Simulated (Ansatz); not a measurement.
Crystal: Ca.

```xyz
1
Lattice="-2.2400 2.2400 2.2400 2.2400 -2.2400 2.2400 2.2400 2.2400 -2.2400" Properties=species:S:1:pos:R:3 pbc="T T T"
Ca    0.0000    0.0000    0.0000
```

This isn't the form of Ca at room conditions, which is fcc.

- Program: Ansatz 0.2.0
- Task: relaxation of cell and atoms
- Functional: PBEsol
- Potentials or basis: Ansatz PAW
- Cutoff: 420 eV (not typed: the program's choice for these potentials)
- k mesh: 8 × 8 × 8
- Occupations: fermi-dirac, width 0.05 eV
- Spin: no spin polarisation

At the start: volume 44.96 Å³/atom.

Task: How do energy, volume and symmetry change on relaxing?

Result: It ends after 5 steps and the volume is 40.40 Å³/atom (-10.1 %); space group Im-3m (No. 229, to 0.05 Å).

Step by step:
```tsv
step	energy change (eV)	largest force (eV/Å)	volume (Å³)
1	0.0000	0.0000	44.96
2	-0.0141	0.0000	43.21
3	-0.0233	0.0000	40.16
4	-0.0234	0.0000	40.40
5	-0.0234	0.0000	40.40
```

Final structure:
```xyz
1
Lattice="-2.1616 2.1616 2.1616 2.1616 -2.1616 2.1616 2.1616 2.1616 -2.1616" Properties=species:S:1:pos:R:3 pbc="T T T"
Ca    0.0000    0.0000    0.0000
```

Caveat: the plane-wave basis is chosen anew once the cell has moved, so the energies of steps on either side of that aren't comparable; the PAW data sets come from PBE, with cores solved anew for the run's functional, which leaves a small shift of forces and pressure.
